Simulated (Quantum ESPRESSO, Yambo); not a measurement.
An input for Yambo 5.3.0 (AlAs (F-43m)):

```
HF_and_locXC
gw0
dyson
cohsex
em1s
rim_cut
RandQpts= 1000000
RandGvec= 1 RL
EXXRLvcs= 76 Ry
VXCRLvcs= 304 Ry
Chimod= "HARTREE"
% BndsRnXs
 1 | 254 |
%
NGsBlkXs= 10.5 Ry
% LongDrXs
 1 | 1 | 1 |
%
% GbndRnge
 1 | 254 |
%
DysSolver= "n"
ExtendOut
% QPkrange
 1 | 1 | 15 | 22 |
 7 | 7 | 15 | 22 |
%
```

```sh
OMP_NUM_THREADS=1 mpirun -n 8 yambo -F gw8.in -J gw8 -C gw8 > gw8.log
```

The stored states that it reads are on a 4×4×4 mesh. It takes space group F-43m (No. 216, cubic). The conventional cell has a = 5.661 Å, b = 5.661 Å, c = 5.661 Å, α = 90.00°, β = 90.00°, γ = 90.00°. Nearest to Al lie 4 As at 2.45 Å. Nearest to As lie 4 Al at 2.45 Å. Farther neighbours are not listed.

**Question.** How long will it take on 8 MPI ranks of Arm Neoverse V2, shared host, and how much memory?

It took 94 s; on shared hardware allow 47 s to 3.1 min. Peak host memory was 5.5 GiB.

The screening grows as filled bands × empty bands × pairs of k points, times the square of the screening basis for the matrix.

[Paths, hosts, dates, memory and timing lines, banners, echoed tables and standing remarks are left out of the program output.]

[Logs are printed without paths, hosts, clocks, repeated set-up lines and the standing remarks that a program may print on its own settings, such as how far it seeks lower states.]

[Runs of the session that timed out or met a known fault of the program may be left out.]

[Hosts, paths, dates, database ids (printed as entryN), source tags and the programs' standing remarks are cut or masked in the printed files.]
